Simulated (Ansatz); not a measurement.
Runs of Ansatz 0.2.0 on Ni. It takes space group Fm-3m (No. 225, cubic). The conventional cell has a = 3.475 Å, b = 3.475 Å, c = 3.475 Å, α = 90.00°, β = 90.00°, γ = 90.00°. Ni (site symmetry m-3m) has 12 Ni at 2.46 Å as nearest neighbours. 

| task | level | potentials or basis | spin | U | cell | k mesh | cutoff (eV) | smearing | double counting | q mesh | points for each segment of the path | hubbard projectors | other keys | mesh quality | gap on the mesh (eV) | pressure (GPa) | moment (μB) |
| --- | --- | --- | --- | --- | --- | --- | --- | --- | --- | --- | --- | --- | --- | --- | --- | --- | --- |
| electron localisation function | revPBE | Ansatz PAW polarizable | non-collinear, ferromagnetic start | - | as given | 16 × 16 × 16 | 420 | gaussian 0.025 eV | - | - | - | - | kpoints.mp_grid.grid = 16 × 16 × 16 | not flagged | none | (c) | 0.60 |
| single point | HF | Ansatz PAW | collinear, ferromagnetic start | - | volume scaled by 1.08 | 8 × 8 × 8 | 420 | cold 0.1 eV | - | - | - | - | - | coarse | none | (b) | 1.31 |
| phonons | LDA+U | Ansatz PAW | collinear, ferromagnetic start | Ni d U = 4.5 eV | as given | 8 × 8 × 8 | 420 | methfessel-paxton 0.05 eV | fll | 4 × 4 × 4 | 8 | ortho-atomic (the default) | - | coarse | none | - | (a) |
| ladder of functionals | r2SCAN+U | PseudoDojo standard (PBE files) | collinear, program default start | Ni d U = 6 eV | as given | 13 × 13 × 13 | 1333 | tetrahedron | fll (the default) | - | - | ortho-atomic (the default) | - | not flagged | none | 1.5 | 0.75 |
| single point | PBE | Ansatz PAW | collinear, ferromagnetic start | - | as given | 13 × 13 × 13 | 420 | fermi-dirac 0.05 eV | - | - | - | - | - | not flagged | none | 8.1 | 0.63 |
| relaxation of cell and atoms | LDA+U | Ansatz PAW polarizable | collinear, ferromagnetic start | Ni d U = 5 eV | relaxed from: volume scaled by 0.88 | 13 × 13 × 13 | 420 | fermi-dirac 0.01 eV | amf | - | - | ortho-atomic (the default) | - | not flagged | none | 0.0 | 0.87 |
| density of states | PBEsol+U | Ansatz PAW | collinear, program default start | Ni d U = 3.5 eV | cell strained at random at fixed volume | 10 × 10 × 10 | 420 | tetrahedron uncorrected | amf | - | - | ortho-atomic (the default) | scf.eigensolver.kind = davidson; … | not flagged | none | 0.5 | 0.64 |
| single point | PBE | Ansatz PAW | collinear, ferromagnetic start | - | cell strained at random at fixed volume | 13 × 13 × 13 | 420 | fermi-dirac 0.05 eV | - | - | - | - | - | not flagged | none | 8.2 | 0.63 |
| density of states | r2SCAN+rVV10+U | PseudoDojo standard (PBE files) | collinear, random start | Ni d U = 2.0 eV | volume scaled by 0.88 | 13 × 13 × 13 | 1333 | gaussian 0.025 eV | fll | - | - | ortho-atomic | scf.convergence.dr2_threshold = 1e-09; … | not flagged | none | - | 0.64 |

Problem. Fill in the values left out.

Solution. (a) 0.66; (b) 22.1; (c) 12.1.

Caveats: some runs use coarse meshes; the magnetic or orbital state may not be the lowest (some runs); the PAW data sets come from PBE, with cores solved anew for the run's functional, which leaves a small shift of forces and pressure (some runs); the U is typed as a test and isn't derived for this compound (some runs); the thresholds are loose for stress (some runs); the meta-GGA runs on potentials made for a GGA (some runs); the potentials were made for another functional, which shifts forces and pressure (some runs); the pressure holds a Pulay correction of +3.0 GPa for the finite cutoff (some runs).

A gap of «none» marks a metal or a gap under the smearing width.
